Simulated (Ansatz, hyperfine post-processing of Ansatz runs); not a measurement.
# Li2InFeP4O14: isotropic lines and sites in a paramagnetic 7Li spectrum

Calculated values: DFT, PBEsol+U, plane-wave PAW, default files (PAW set soft_2), collinear spin, scalar-relativistic (Ansatz), contact and point-dipole shifts scaled to 340 K with Θ = 0 K (a pure Curie law); spin-only moments, above the ordering temperature.

```xyz
22
Lattice="4.8675 0.0000 0.0000 -2.3548 6.6042 0.0000 -0.0280 -0.0562 8.2698" Properties=species:S:1:pos:R:3 pbc="T T T"
In    2.9404    1.5451    4.0107
Fe   -0.4651    5.0237    8.1430
P    -1.8297    6.3673    5.5259
P     4.3302    0.1384    1.3538
P     2.0154    3.8020    6.4439
P     0.4452    2.7885    2.1771
O    -1.0601    6.4623    6.8454
O     1.2451    6.5727    2.6901
O     2.1538    2.4341    5.7741
O     0.3047    4.1155    1.4349
O     0.5650    4.1352    6.7282
O     1.8965    2.4179    2.4084
O     4.1407    0.6347    5.5696
O    -1.5745    5.9753    1.3450
O     2.5703    4.8370    5.3302
O    -0.2001    1.7067    1.1674
O     2.8971    3.8733    7.6865
O    -0.3606    2.8510    3.4768
O     1.4066    0.0089    4.3012
O     1.0718    6.4660    0.1541
Li    2.9046    1.0317    7.0249
Li   -0.4266    5.4342    2.8269
```

7Li MAS at 4.7 T (77.8 MHz), 62.5 kHz, 340 K; contact and dipolar shift alone, no orbital or quadrupolar part; lines under 1.5 % of the strongest are left out. Lines of the NMR spectrum (strongest = 100):

```tsv
position (ppm)	intensity
-1495.1	4.3
-1420.6	4.9
-691.5	43
-617.0	49
112.0	100
186.6	90
915.6	25
990.2	25
1719.2	12
1793.8	14
2522.8	1.5
2597.3	2.1
```

**Question.** Which lines are isotropic ones rather than spinning sidebands, and which Li atoms give them?

Sidebands are spaced by 804 ppm (the spinning rate over the resonance of 77.8 MHz). An isotropic line need not be the tallest: it is the area-weighted centre of its own family of sidebands, and the one that stays put when the rate is changed. Isotropic shifts: 112 ppm for atom 21 (1 Fe through links of 97° (2)), reduced anisotropy 1623 ppm; 187 ppm for atom 22 (1 Fe through links of 95° (2)), reduced anisotropy 1784 ppm. The families' total areas stand as 1:1; where areas are equal the match rests on the calculation.

[Logs are printed without paths, hosts, clocks, repeated set-up lines and the standing remarks that a program may print on its own settings, such as how far it seeks lower states.]

[Hosts, paths, dates, database ids (printed as entryN), source tags and the programs' standing remarks are cut or masked in the printed files.]
